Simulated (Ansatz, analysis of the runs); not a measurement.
# A defect in a wire: Rh wire of staggered 3-rings, O in place of one Rh, part 4 of 4

Aim: how much does this defect scatter, and at which energies?

Ansatz 0.2.0; DFT PBE, plane waves, PAW; relaxation of a wire's period (the session's first sound run).

So far. Step 3 (The perfect wire): At the computed energy nearest the Fermi level there are 2 channels a spin, and the thermal average gives 2.09 G₀. Step 4 (Relaxing the junction): The largest force component on a free atom ends at 0.035 eV/Å, under the limit of 0.06. O ends nearest to Rh at 1.97 Å, Rh at 2.07 Å and Rh at 2.07 Å. 2 atoms of the wire itself, hydrogen apart, moved by over 0.45 Å, up to 1.11 Å.

### 5. The open system

This step: DFT PBE, plane waves, PAW; transmission of a junction in a wire (Ansatz 0.2.0).

The cell is now read as a scatterer between two semi-infinite leads, named by two sites one period apart. The scattering states in its self-consistent potential are matched to the leads' states at each energy. One point across is taken, as for a wire in vacuum.

Contents of input.yaml:

```yaml
crystal:
  lattice:
    - [9.865, 0.0, 0.0]
    - [0.0, 9.454, 0.0]
    - [0.0, 0.0, 30.8010451963]
  atoms:
    - { symbol: Rh, position: [0.408285274, 0.63047376, 1.0e-10] }
    - { symbol: Rh, position: [0.408285274, 0.36952624, 1.0e-10] }
    - { symbol: Rh, position: [0.628024578, 0.5, 1.0e-10] }
    - { symbol: Rh, position: [0.371938753, 0.5, 0.0714285711] }
    - { symbol: Rh, position: [0.591678057, 0.63047376, 0.0714285711] }
    - { symbol: Rh, position: [0.591678057, 0.36952624, 0.0714285711] }
    - { symbol: Rh, position: [0.408285274, 0.63047376, 0.1428571431] }
    - { symbol: Rh, position: [0.408285274, 0.36952624, 0.1428571431] }
    - { symbol: Rh, position: [0.628024578, 0.5, 0.1428571431] }
    - { symbol: Rh, position: [0.371938753, 0.5, 0.2142857141] }
    - { symbol: Rh, position: [0.591678057, 0.63047376, 0.2142857141] }
    - { symbol: Rh, position: [0.591678057, 0.36952624, 0.2142857141] }
    - { symbol: Rh, position: [0.3972066257, 0.6105706053, 0.2918604925], spin: -0.19 }
    - { symbol: Rh, position: [0.4275847951, 0.3541763583, 0.2861744099], spin: -0.17 }
    - { symbol: Rh, position: [0.6353360596, 0.5136425659, 0.2857357685], spin: -0.15 }
    - { symbol: Rh, position: [0.3738470183, 0.4601004501, 0.3629575271], spin: 0.2 }
    - { symbol: Rh, position: [0.5796973129, 0.6132248329, 0.3577625706], spin: 0.24 }
    - { symbol: Rh, position: [0.6054402542, 0.3421303089, 0.3501504366], spin: 0.39 }
    - { symbol: O, position: [0.3290059014, 0.4256798383, 0.4276212058] }
    - { symbol: Rh, position: [0.5205749437, 0.3687151612, 0.4279628065], spin: 0.07 }
    - { symbol: Rh, position: [0.6734648837, 0.5646524759, 0.4289648687], spin: 0.12 }
    - { symbol: Rh, position: [0.375695004, 0.4605671617, 0.4923281436], spin: 0.2 }
    - { symbol: Rh, position: [0.570331146, 0.6289560036, 0.4977973914], spin: 0.26 }
    - { symbol: Rh, position: [0.6145685405, 0.360580065, 0.5053518794], spin: 0.4 }
    - { symbol: Rh, position: [0.3864346376, 0.6106101597, 0.5633867795], spin: -0.19 }
    - { symbol: Rh, position: [0.4382945593, 0.3573030019, 0.568882007], spin: -0.18 }
    - { symbol: Rh, position: [0.6312163159, 0.538117968, 0.5702839239], spin: -0.17 }
    - { symbol: Rh, position: [0.3744745511, 0.497388995, 0.640286996], spin: 0.07 }
    - { symbol: Rh, position: [0.5853786913, 0.6401970135, 0.6445467288], spin: 0.06 }
    - { symbol: Rh, position: [0.601089722, 0.3796224095, 0.6390543427], spin: 0.07 }
    - { symbol: Rh, position: [0.408285274, 0.63047376, 0.7142857141] }
    - { symbol: Rh, position: [0.408285274, 0.36952624, 0.7142857141] }
    - { symbol: Rh, position: [0.628024578, 0.5, 0.7142857141] }
    - { symbol: Rh, position: [0.371938753, 0.5, 0.7857142861] }
    - { symbol: Rh, position: [0.591678057, 0.63047376, 0.7857142861] }
    - { symbol: Rh, position: [0.591678057, 0.36952624, 0.7857142861] }
    - { symbol: Rh, position: [0.408285274, 0.63047376, 0.8571428571] }
    - { symbol: Rh, position: [0.408285274, 0.36952624, 0.8571428571] }
    - { symbol: Rh, position: [0.628024578, 0.5, 0.8571428571] }
    - { symbol: Rh, position: [0.371938753, 0.5, 0.9285714286] }
    - { symbol: Rh, position: [0.591678057, 0.63047376, 0.9285714286] }
    - { symbol: Rh, position: [0.591678057, 0.36952624, 0.9285714286] }
magnetization:
  spin_polarized: true
kpoints:
  mp_grid: { grid: [1, 1, 3] }
scf:
  occupations: { method: fermi_dirac, width: 0.05 }
hamiltonian:
  xc: pbe
output:
  transmission:
    e_range: [-1.26, 1.26]
    de: 0.035
    kmesh: [1, 1]
    reduced_basis: true
    leads: [[36, 0]]
  dos: { projected: true, e_range: [-4, 3] }
  write_potential: true
  write_density: true
  volumetric_format: npy
  elf: true
basis:
  ecutwfc: "350 eV"
```

The run is started by

```bash
$ ansatz run input.yaml --threads 8 --pin off --max-ram 16384MiB --backend cpu --events-out ev --progress --plain --runs-dir out
```

Numbers of over 12 decimals in the logs are rounded to 6 here.

Output:

```text
[...]
Crystal: 42 atoms, lattice volume = 2872.620 Å³
Basis set: ecut = 350 eV, 42715 PW (Γ)
Bands: 424, of which v1, the nominal top of the filled ones, is band 352 counted from 1 (351 counted from 0)
Symmetry: 1 space group operations
[...]
k-points: 2 of 3 (time reversal used)
[...]
Starting moments: Σ|m| = 3.13 μB on 17 of 42 sites
[...]
SCF iter   1: F=—  HF=-263034.436040 eV  |F-HF|=—  |Δ(HF+E_count)|=         —  Δρ=2.41e-2 (↑2.36e-2 ↓2.41e-2)  dr2=8.82e1  dr2_m=1.21e-1  M=1.310 μB ∫|m|=2.364 μB  β_m=0.30  ethr=3.10e-3  ⟨swp⟩=7.5  Hψ=6171  notcnv=0  defer=28
[...]
SCF iter  42: F=-263011.114507 eV  HF=-263011.114507 eV  |F-HF|=2.79e-8  |Δ(HF+E_count)|=  5.82e-11  Δρ=3.40e-7 (↑3.15e-7 ↓3.40e-7)  dr2=2.97e-8  dr2_m=1.50e-9  M=1.046 μB ∫|m|=7.539 μB  ethr=5.99e-12  ⟨swp⟩=1.0  Hψ=4184  notcnv=0
SCF 1 converged in 42 iterations: F = -263011.114507 eV  dr2 = 2.97e-8
[...]
transmission: 70 of 420 steps passed
transmission: 105 of 420 steps passed
[...]
transmission: 420 of 420 steps passed
WARN: The output density's exchange-correlation potential varies sharply where the density is thin. Do not read a vacuum level from v_tot or v_xc, or from such a field of the output density. On a cell that repeats whose density bears no net charge and no dipole along the vacuum's axis use v_es (v_loc + v_h of the components); under efield.dipole_correction with no amplitude use v_es + v_field, which holds any externa [...]
SCF converged after 42 iterations
Magnetization: 1.0460 μB (352.0230 up, 350.9770 down)
Absolute magnetization: 7.4701 μB (∫|ρ↑−ρ↓|, with the PAW one-centre terms)
[...]
Per-site moments (μB) at R_I (Å): [(-0.061967, 1.017636614808), (-0.058595, 1.017636614808), (-0.053908, 1.028819), (0.058703, 1.028819), (0.075236, 1.017636614808), (0.082710, 1.017636614808), (-0.121260, 1.017636614808), (-0.122712, 1.017636614808), (-0.113431, 1.028819), (0.146750, 1.028819), (0.106793, 1.017636614808), (0.137195, 1.017636614808), (-0.257368, 1.010079), (-0.244428, 1.010079), (-0.220013, 1.019580) [...]
Free energy (F): -263011.114507 eV
[...]
Internal energy: -263010.626951 eV  (E = F + TS)
E sigma→0 (E₀):  -263010.870729 eV
Entropy (-TS):   -0.487556 eV (-11.608 meV/atom)
Fermi energy:    1.085909 eV
[...]
--- Band table (eV) ---
  k-point 0 ↑: bands = [... 348 lower, 0.9681, 0.9793, 1.0124, 1.0443, 1.0602, 1.1621, 1.1739, 1.2335, ... 68 higher]
  k-point 1 ↑: bands = [... 348 lower, 0.9676, 0.9721, 0.9999, 1.0619, 1.1324, 1.1483, 1.1863, 1.2081, ... 68 higher]
  k-point 0 ↓: bands = [... 348 lower, 0.9847, 1.0179, 1.0471, 1.0681, 1.1057, 1.2193, 1.2275, 1.2811, ... 68 higher]
  k-point 1 ↓: bands = [... 348 lower, 0.9881, 1.0135, 1.0347, 1.1178, 1.1409, 1.2005, 1.2187, 1.2575, ... 68 higher]
--- Transmission ---
  basis      : 683 plane waves across, 35 finite elements along
  points     : 1, standing for a mesh of 1 x 1
[...]
crystal 0  : Rh6, at the sites [36, 0], period 4.4001 Å, over 17.60 Å; its Hamiltonian steps by up to 197.1 meV: too much for a lead, lay more layers or, if its atoms are ordered, name the step of that order
[...]
filled         : 0.8 meV under the level at which it is neutral
    channels       : 2.000000e0 up, 2.000000e0 down
[...]
junction   : crystal 0 to crystal 0, -0.40 to 26.00 Å
    transmission   : 1.234799e0 up, 1.138972e0 down
    error estimate : 2.665732e-4 up, 2.995274e-4 down from the reduction of the transverse basis, at the most 3.529484e-2 at 0.525000 eV
    conductance    : 9.1819e13 S/m² at 300 K (8.9988e13 on every other energy)
    error estimate : 2.0 % from the energy spacing and 20.0 % from band edges of the leads and from resonances (wavevectors taken as independent; lower de), 0.1 % from the reduction of the transverse basis, 455.8 % from the steps of its leads' Hamiltonians or their offsets (lay more layers), 0.3 % from the distance to neutral
    resistance     : 4.9857e-3 Ω µm² beyond half of each lead's own
```

Wall time 17 min (8 threads of Arm Neoverse V2, shared host); peak memory 11 GiB.

This step gave:

* energy at zero smearing: -263010.8707 eV
* total moment: 1.046 μB
* absolute moment: 7.470 μB
* transmission at the energy nearest the Fermi level, spin up: 1.235
* transmission at the energy nearest the Fermi level, spin down: 1.139
* channels at the energy nearest the Fermi level, spin up: 2
* channels at the energy nearest the Fermi level, spin down: 2
* step of the lead's Hamiltonian: 197.1 meV
* conductance of the junction: 1.105 G₀

Table of transmission by energy, zero at the Fermi level:

| energy (eV) | spin up | spin down |
| --- | --- | --- |
| -1.26 | 0.425 | 0.649 |
| -1.16 | 0.814 | 0.807 |
| -1.01 | 1.86 | 1.04 |
| -0.91 | 1.07 | 1.47 |
| -0.77 | 3.13 | 2.92 |
| -0.73 | 3.37 | 3.18 |
| -0.67 | 2.93 | 2.70 |
| -0.63 | 3.27 | 2.88 |
| -0.53 | 2.29 | 2.26 |
| -0.42 | 1.14 | 1.23 |
| -0.32 | 0.949 | 1.30 |
| -0.17 | 0.661 | 0.295 |
| -0.07 | 0.885 | 0.343 |
| 0.00 | 1.23 | 1.14 |
| 0.07 | 1.48 | 1.24 |
| 0.17 | 1.00 | 0.644 |
| 0.32 | 1.51 | 2.00 |
| 0.42 | 2.74 | 2.88 |
| 0.46 | 2.93 | 2.83 |
| 0.53 | 2.84 | 2.26 |
| 0.67 | 1.50 | 1.35 |
| 0.77 | 1.48 | 1.22 |
| 0.91 | 1.60 | 1.28 |
| 1.01 | 1.69 | 1.38 |
| 1.16 | 0.570 | 0.427 |
| 1.26 | 2.09 | 1.91 |

The open channels of the lead by energy, zero at the Fermi level:

| energy (eV) | spin up | spin down |
| --- | --- | --- |
| -1.190 | 4 | 4 |
| -1.085 | 4 | 4 |
| -1.015 | 4 | 4 |
| -0.910 | 4 | 4 |
| -0.805 | 6 | 6 |
| -0.700 | 8 | 8 |
| -0.595 | 8 | 10 |
| -0.490 | 5 | 5 |
| -0.385 | 3 | 3 |
| -0.315 | 3 | 3 |
| -0.210 | 3 | 3 |
| -0.105 | 3 | 3 |
| 0.000 | 2 | 2 |
| 0.105 | 2 | 2 |
| 0.210 | 3 | 3 |
| 0.315 | 4 | 4 |
| 0.385 | 4 | 4 |
| 0.490 | 6 | 6 |
| 0.595 | 4 | 4 |
| 0.700 | 4 | 4 |
| 0.805 | 4 | 4 |
| 0.910 | 4 | 4 |
| 1.015 | 3 | 3 |
| 1.085 | 1 | 1 |
| 1.190 | 3 | 3 |

Projected DOS an atom over height of the atomic layer and energy from the Fermi level. Layers: Rh3 Rh3 Rh3 Rh3 Rh3 Rh3 Rh2O Rh3 Rh3 Rh3 Rh3 Rh3 Rh3 Rh3 (hydrogen named only where alone); broadened by a Gaussian of 0.15 eV, since few k-points sample the long cell.

Ten even steps from '_' (0.24 states/eV) to '@' (3.67 states/eV), each cell a mean:
```
____________________________
____________________________
::::..::..::..........::::..
++++++++++++==++++++++++++++
********##**==**######******
============--==============
========++++==++++==========
****##**####==####**##******
@@@@@@%%****--****%%@@@@@@@@
++++++**==++--++==**++++++++
============--====++========
----====++==--==++====--==--
============--==============
------------::----::--------
........::--..--::..........
::::::----++--++----::::::::
----------++--++--==--------
++++++++====::====++++++++++
++++++++++--..--==++++++++++
========++--::==++==========
========++==--==++==========
--::------------==------::::
```
Columns: height of the atomic layer (Å) from 3.1e-9 to 28.6; rows upwards: energy from the Fermi level (eV) from -3.98 to 1.47.

Site moment by element, in μB:

| element | atoms | mean | spread (r.m.s.) | least | largest |
| --- | --- | --- | --- | --- | --- |
| Rh | 41 | 0.022 | 0.173 | -0.270 | 0.410 |
| O | 1 | 0.003 | 0.000 | 0.003 | 0.003 |

The atoms farthest from the mean of their element:

| atom | x, y, z (Å) | site moment (μB) |
| --- | --- | --- |
| Rh18 | 5.97, 3.23, 10.78 | 0.410 |
| Rh24 | 6.06, 3.41, 15.57 | 0.407 |
| Rh26 | 4.32, 3.38, 17.52 | -0.270 |
| Rh25 | 3.81, 5.77, 17.35 | -0.262 |
| Rh23 | 5.63, 5.95, 15.33 | 0.301 |
| Rh13 | 3.92, 5.77, 8.99 | -0.257 |
| Rh14 | 4.22, 3.35, 8.81 | -0.244 |
| Rh27 | 6.23, 5.09, 17.57 | -0.244 |

Spin density in the ca plane at fractional y = 0.361, with atoms of Rh within 0.2 Å of it.

Ten even steps from '0' (-0.22 e/Å³) to '9' (0.37 e/Å³), each cell a mean:
```
33333333333333333333333333333333333333333333
33333333333333333333333333333333333333333333
33333333333333333333333333333333333333333333
33333333333333333333333333333333333333333333
33333333333333333333333333333333333333333333
33333333333333333333333333333333333333333333
33333333333333333444333333333345443333333344
33333344433333333454333333333358743333333345
33333355333333334465433333333447643333333345
33333344333333334496433344333458643333333344
33333354333333334696433444433358743333333344
33333344333322333444333444433334433322333334
22333333333200333333333444433333333320233333
23333333333321333333333333333333333321333333
22333333333322233333333333333333333322333333
22333333333332333334433333333444333333333333
33333333333333333334333333333343333333333333
33333333333333333333333333333333333333333333
33333333333333333333333333333333333333333333
33333333333333333333333333333333333333333333
33333333333333333333333333333333333333333333
33333333333333333333333333333333333333333333
33333333333333333333333333333333333333333333
33333333333333333333333333333333333333333333
```
Columns run along c (16.0 Å, from fractional 0.14 to 0.66 of the cell), rows up along a (9.9 Å). Atoms in or near the plane, at fractional coordinates: Rh at (0.14, 0.41), Rh at (0.21, 0.59), Rh at (0.29, 0.43), Rh at (0.35, 0.61), Rh at (0.43, 0.52), Rh at (0.51, 0.61), Rh at (0.57, 0.44), Rh at (0.64, 0.60).

ELF in the ca plane at fractional y = 0.361, with atoms of Rh within 0.2 Å of it. It is the smooth field of the valence electrons, not physical close to the nuclei.

Ten even steps from '0' (0.00) to '9' (0.85), each cell a mean:
```
00000000000000000000000000000000000000000000
00000000000000000000000000000000000000000000
00000000000000000000000000000000000000000000
00000000000000000000000000000000000000000000
00111000011101111100000011100000001110011000
11122101112111222111111111111111111111111100
11232111122222222222112222222222222222222111
22233344333222223565323222232357642222223355
22233688632233224788533211233478862222223688
22224799732233225898633355433479863222223689
33223688632222223676433688743356642233222578
33222355322344322333223689842323322356422344
77422222322688632333332578632333322688732332
98732222323799742333322233222233333689842232
88732233223688633334421356421344332578632233
66533222222355323333312699831233332244322222
22233211222222223221112799841111232222222211
11123211122111122211002688731001122111111111
00111100011100111110001355410000111100011000
00011000000000000000000111100000000000000000
00000000000000000000000000000000000000000000
00000000000000000000000000000000000000000000
00000000000000000000000000000000000000000000
00000000000000000000000000000000000000000000
```
Columns run along c (16.0 Å, from fractional 0.14 to 0.66 of the cell), rows up along a (9.9 Å). Atoms in or near the plane, at fractional coordinates: Rh at (0.14, 0.41), Rh at (0.21, 0.59), Rh at (0.29, 0.43), Rh at (0.35, 0.61), Rh at (0.43, 0.52), Rh at (0.51, 0.61), Rh at (0.57, 0.44), Rh at (0.64, 0.60).

Valence density in the ca plane at fractional y = 0.361, with atoms of Rh within 0.2 Å of it. It is the smooth field of the valence electrons, not physical close to the nuclei.

Ten steps, logarithmic in the rise over the least value, from '0' (0 e/Å³) to '9' (13 e/Å³), each cell a mean:
```
00000000000000000000000000000000000000000000
00000000000000000000000000000000000000000000
00000000000000000000000000000000000000000000
00000000000000000000000000000000000000000000
00000000000000000000000000000000000000000000
00000000000000000000000000000001100000000000
00001111110000111222110000001123321000001122
11112455421111123666421111112367752111112456
22224788742111225898632222222589974211113689
22225899852222236899633466533589974221124799
22224798742222234787534799853467753233223688
43322465432455433444324799853234333466532345
77532222223688742222223688742222224799852222
99742222224799852233322344422333224799852222
99742222223688742234422344322344323688742222
77532111112455422234322355422333222344321111
33211111111122111122211345321122111111111111
11000000000000000001001123210000000000000000
00000000000000000000000011000000000000000000
00000000000000000000000000000000000000000000
00000000000000000000000000000000000000000000
00000000000000000000000000000000000000000000
00000000000000000000000000000000000000000000
00000000000000000000000000000000000000000000
```
Columns run along c (16.0 Å, from fractional 0.14 to 0.66 of the cell), rows up along a (9.9 Å). Atoms in or near the plane, at fractional coordinates: Rh at (0.14, 0.41), Rh at (0.21, 0.59), Rh at (0.29, 0.43), Rh at (0.35, 0.61), Rh at (0.43, 0.52), Rh at (0.51, 0.61), Rh at (0.57, 0.44), Rh at (0.64, 0.60).

By hand: the program gives 9.1819 × 10^13 S/m² over the cell's cross-section of 93.26 Å² = 9.326 × 10^-19 m², so one cell conducts 8.563 × 10^-5 S. Divided by G0 = 2e²/h = 7.748 × 10^-5 S this is 1.11 G0, a resistance of 11.7 kΩ.

The conductance is 1.11 G₀, with 2 spin-up and 2 spin-down channels open in the lead. The lead's Hamiltonian steps by 197.1 meV, which the program calls too much for a lead. The largest term of the program's error estimate is 456 %.

### 6. Landauer integrals

This step: Landauer integrals over the computed T(E), interpolated linearly between its energies (analysis of the runs above).

Conductance and thermopower are moments of T(E) over the thermal window; sliding the window along E stands for a gate that leaves T(E) rigid.

Numbers from this step:

- conductance at 300 K, interpolated from T(E): 1.094 G₀
- thermopower at 300 K: -20.90 μV/K
- Lorenz number over L0: 0.7978
- spin polarisation of the transmission: 4.037 %

T(E) held rigid; rough near sharp steps of T(E). Conductance at 300 K against shift of the leads' level:

| shift of the leads' level (eV) | conductance at 300 K (G₀) |
| --- | --- |
| -0.900 | 1.35 |
| -0.850 | 1.79 |
| -0.800 | 2.45 |
| -0.700 | 3.09 |
| -0.650 | 2.96 |
| -0.600 | 2.72 |
| -0.550 | 2.35 |
| -0.450 | 1.60 |
| -0.400 | 1.23 |
| -0.350 | 0.984 |
| -0.300 | 0.986 |
| -0.200 | 0.669 |
| -0.150 | 0.564 |
| -0.100 | 0.618 |
| -0.050 | 0.848 |
| 0.050 | 1.16 |
| 0.100 | 0.993 |
| 0.150 | 0.844 |
| 0.200 | 0.939 |
| 0.300 | 1.44 |
| 0.350 | 1.70 |
| 0.400 | 2.29 |
| 0.450 | 2.63 |
| 0.550 | 2.10 |
| 0.600 | 1.66 |
| 0.650 | 1.49 |
| 0.700 | 1.44 |
| 0.800 | 1.38 |
| 0.850 | 1.40 |
| 0.900 | 1.43 |

T(E) held rigid; rough near sharp steps of T(E). Thermopower at 300 K against shift of the leads' level:

| shift of the leads' level (eV) | thermopower at 300 K (μV/K) |
| --- | --- |
| -0.900 | -36.5 |
| -0.800 | -36.3 |
| -0.750 | -15.7 |
| -0.650 | 8.43 |
| -0.550 | 21.4 |
| -0.450 | 36.8 |
| -0.400 | 37.1 |
| -0.300 | 3.77 |
| -0.200 | 37.3 |
| -0.150 | 5.52 |
| -0.050 | -42.8 |
| 0.050 | 5.77 |
| 0.150 | 4.04 |
| 0.200 | -30.5 |
| 0.300 | -22.4 |
| 0.400 | -31.4 |
| 0.450 | -5.13 |
| 0.550 | 30.9 |
| 0.650 | 9.93 |
| 0.750 | 3.61 |
| 0.800 | -0.293 |
| 0.900 | -3.12 |

The two levels move by half the bias each and T(E) is held rigid. Current from the zero-bias T(E) against bias:

| bias (V) | current from the zero-bias T(E) (μA) |
| --- | --- |
| 0.000 | 0 |
| 0.100 | 8.24 |
| 0.200 | 15.3 |
| 0.300 | 21.0 |
| 0.400 | 26.7 |
| 0.500 | 33.9 |
| 0.600 | 42.8 |
| 0.700 | 52.6 |
| 0.800 | 64.5 |
| 0.900 | 79.6 |
| 1.000 | 96.7 |
| 1.100 | 114 |
| 1.200 | 131 |
| 1.300 | 148 |
| 1.400 | 166 |
| 1.500 | 183 |
| 1.600 | 199 |
| 1.700 | 213 |
| 1.800 | 224 |
| 1.900 | 234 |

By hand, Mott's formula: S = −(π²k²T/3e) d ln T/dE, and π²k²T/3e = 7.33 μV/K × eV at 300 K. The computed T is 1.23 at -0.070 eV and 2.72 at +0.070 eV (both spins added), so d ln T/dE ≈ 5.69 per eV and S ≈ -41.7 μV/K, against -20.9 from the integrals. The two differ since ln T is not straight over the thermal window.

The thermopower is -20.9 μV/K. The Lorenz ratio is 0.80, where the Wiedemann-Franz law gives 1. Moving the level by up to 0.1 eV either way gives -43 to 26 μV/K.

### 7. What came out

| Item | Value |
| --- | --- |
| conductance of the perfect wire | 2.09 G₀ |
| conductance, O in place of one Rh | 1.11 G₀ (one error term of 456 %, so a rough value at best) |
| thermopower, O in place of one Rh | -20.9 μV/K (rough, as the conductance is) |

What this shows: Summed over the computed window, 38 % of the lead's open channels pass the defect; the conductance at 300 K is 1.11 G₀. With O in place of one Rh, 53 % of the conductance of that run's own lead (2.08 G₀) is left. Transport is coherent and elastic here: the atoms are frozen, so scattering by vibrations plays no part. In the perfect wire the moments were started parallel, and no opposed start was run. With O in place of one Rh several atoms of the wire itself moved far in the relaxation, so the changed stretch between the held leads may scatter as well as the defect. The free region is short: held atoms still bear up to 0.7 eV/Å after a relaxation. No search over magnetic orders was made; another may lie lower. In 1 run the program finds the step of the lead's Hamiltonian too large, so longer leads may change the transmission. One term of the program's error estimate for a conductance, of a junction or of the perfect wire, reaches 456 % in this session. A cutoff under the files' recommended one was taken to save time; its effect on T(E) was not tested here.

[Logs are printed without paths, hosts, clocks, repeated set-up lines and the standing remarks that a program may print on its own settings, such as how far it seeks lower states.]

[Hosts, paths, dates, database ids (printed as entryN), source tags and the programs' standing remarks are cut or masked in the printed files.]
